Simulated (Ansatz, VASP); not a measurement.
Two plane-wave programs on Cu

File INCAR:

```
PREC     = Accurate       # precision mode
ENCUT    = 520            # plane-wave cutoff, eV
EDIFF    = 1E-6           # SCF threshold, eV
ISMEAR   = -1             # smearing method
SIGMA    = 0.05           # smearing width, eV
LREAL    = F              # projectors in reciprocal space
LASPH    = T              # aspherical terms in the spheres
NELM     = 100            # most SCF steps
ALGO     = Normal         # electronic algorithm
ISIF     = 2              # what is computed and relaxed
LWAVE    = F              # write WAVECAR
LCHARG   = F              # write CHGCAR
GGA      = PE             # functional
NBANDS   = 18             # bands
```

Contents of KPOINTS:

```
regular mesh
0
Gamma
  11 11 11
```

The input POSCAR:

```
Cu
1.0
    0.0000000000      2.4627820114      2.4627820114
    2.4627820114      0.0000000000      2.4627820114
    2.4627820114      2.4627820114      0.0000000000
Cu
2
Direct
   -0.2150000000     -0.0950000000     -0.0950000000
    0.2150000000      0.0950000000      0.0950000000
```

Input for Ansatz:

```yaml
crystal:
  lattice:
    - [0.0, 2.4627820114, 2.4627820114]
    - [2.4627820114, 0.0, 2.4627820114]
    - [2.4627820114, 2.4627820114, 0.0]
  atoms:
    - { symbol: Cu, position: [-0.215, -0.095, -0.095] }
    - { symbol: Cu, position: [0.215, 0.095, 0.095] }
kpoints:
  mp_grid: { grid: [11, 11, 11] }
scf:
  occupations: { method: fermi_dirac, width: 0.05 }
hamiltonian:
  xc: pbe
  pseudopotentials: { kind: paw }
output:
  forces: true
  stress: true
  eigenvalues: true
  populations: true
```

Change from the starting cell: shortest bond scaled by 0.76, PAW files.

Alike in both runs: task single point; functional PBE; k mesh 11 × 11 × 11; occupations fermi-dirac, width 0.05 eV; no spin polarisation.

|  | VASP | Ansatz |
| --- | --- | --- |
| version | VASP 6.6.1 | Ansatz 0.2.0 |
| potentials or method | VASP PAW PBE potentials, release 64 (Cu) | PAW with Ansatz's default frozen-core files, scalar-relativistic |
| plane-wave cutoff (eV) | 520 | 420 |
| valence electrons in the cell | 22 | 38 |

```csv
,VASP,Ansatz,Ansatz less VASP
pressure (GPa),58.8,64.9,+6.09
largest component of the traceless stress (GPa),60.15,66.14,+5.986
rms of the force components (eV/Å),11.651,12.866,+1.2155
```

Atom by atom the forces differ by 1.216 eV/Å (rms over components). The two sets of potentials don't hold the same shells in valence.

Caveats: so large a pressure means that the cell lies far from this level's equilibrium, or that cutoff or potentials fall short (VASP); forces of over 1 eV/Å show positions far from the minimum, so gaps and moduli don't describe the material at rest.
